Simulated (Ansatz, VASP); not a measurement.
## Two plane-wave programs on Li2O

```
Li O
1.0
     0.00000    2.28993    2.28993
     2.28993    0.00000    2.28993
     2.28993    2.28993    0.00000
Li O
2 1
Cartesian
  1.1450 1.1450 1.1450
  3.4349 3.4349 3.4349
  0.0000 0.0000 0.0000
```

Alike in both runs: functional PBEsol; k mesh 8 × 8 × 8; no spin polarisation.

Ansatz relaxed the structure, and its values are those at the end. VASP's run is a single point on that final structure, the one shown.

|  | VASP | Ansatz |
| --- | --- | --- |
| version | VASP 6.6.1 | Ansatz 0.2.0 |
| potentials or method | VASP PAW PBE potentials, release 64 (Li_sv, O) | scalar-relativistic, plane waves, PAW |
| plane-wave cutoff (eV) | 520 | 420 |
| occupations | gaussian, width 0.01 eV | fixed |
| valence electrons in the cell | 12 | 12 |

Ansatz gave:

```
gap on the k mesh at the Fermi level (eV) : 4.88
least direct gap on the mesh (eV)         : 5.34
```

Question: Estimate VASP's values.

Answer: gap on the k mesh at the Fermi level (eV): 4.86; least direct gap on the mesh (eV): 5.36.

 A k mesh can miss the band edges.
